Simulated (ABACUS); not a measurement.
Runs of ABACUS 3.10.1 on Fe. It takes space group Im-3m (No. 229, cubic). The conventional cell has a = 2.886 Å, b = 2.886 Å, c = 2.886 Å, α = 90.00°, β = 90.00°, γ = 90.00°. Fe (site symmetry m-3m) is surrounded by 8 Fe at 2.50 Å. 

```csv
task,level,potentials or basis,spin,cell,k mesh,cutoff (eV),max steps of the relaxation,force threshold,optimiser,stress threshold,SCF threshold on the density,mesh quality,gap on the mesh (eV),pressure (GPa),moment (μB)
relaxation of cell and atoms,PBE,"PseudoDojo NC SR 0.4.1 PBE standard, plane waves","collinear, ferromagnetic start",relaxed to 30 GPa,9 × 9 × 9,1225,60,0.01 eV/Å,cg,1 kbar,1e-08,not flagged,none,30.0,2.08
single point,PBEsol,"PseudoDojo NC SR 0.4.1 PBEsol standard, plane waves","collinear, ferromagnetic start",as given,13 × 13 × 13,1225,-,-,-,-,1e-08,not flagged,none,(b),2.38
single point,PBEsol,"PseudoDojo NC SR 0.4.1 PBEsol standard, plane waves","collinear, ferromagnetic start",cell strained at random at fixed volume,13 × 13 × 13,1225,-,-,-,-,1e-08,not flagged,none,-15.2,2.40
relaxation of cell and atoms,PBE,"PseudoDojo NC SR 0.4.1 PBE standard, plane waves","collinear, ferromagnetic start",relaxed to 5 GPa,9 × 9 × 9,1225,60,0.01 eV/Å,cg,1 kbar,1e-08,not flagged,none,5.1,2.11
single point,PBE,"PseudoDojo NC SR 0.4.1 PBE standard, DZP LCAO (the cutoffs set its grid)","non-collinear, random start",as given,8 × 8 × 8,1361,-,-,-,-,1e-07,coarse,none,-5.0,2.46
relaxation of cell and atoms,PBE,"PseudoDojo NC SR 0.4.1 PBE standard, plane waves","collinear, ferromagnetic start",relaxed to 20 GPa,9 × 9 × 9,1225,60,0.01 eV/Å,cg,1 kbar,1e-08,not flagged,none,20.0,2.09
single point,PBE,"PseudoDojo NC SR 0.4.1 PBE standard, DZP LCAO (the cutoffs set its grid)","collinear, ferromagnetic start",as given,8 × 8 × 8,1361,-,-,-,-,1e-07,coarse,none,-5.0,2.46
relaxation of cell and atoms,PBE,"PseudoDojo NC SR 0.4.1 PBE standard, plane waves","collinear, ferromagnetic start",relaxed,9 × 9 × 9,1225,60,0.01 eV/Å,cg,1 kbar,1e-08,not flagged,none,0.0,(a)
```

Alike in all rows: smearing fermi-dirac 0.05 eV.

Fill in the values left out.

(a) 2.22; (b) -15.6.

Caveats: some runs use coarse meshes; the atomic orbitals were generated for these runs and aren't a published set (some runs); the basis of atomic orbitals isn't converged, which shifts pressures, moduli and gaps (some runs); so large a pressure means that the cell lies far from this level's equilibrium, or that cutoff or potentials fall short (some runs).

A gap of «none» marks a metal or a gap under the smearing width.
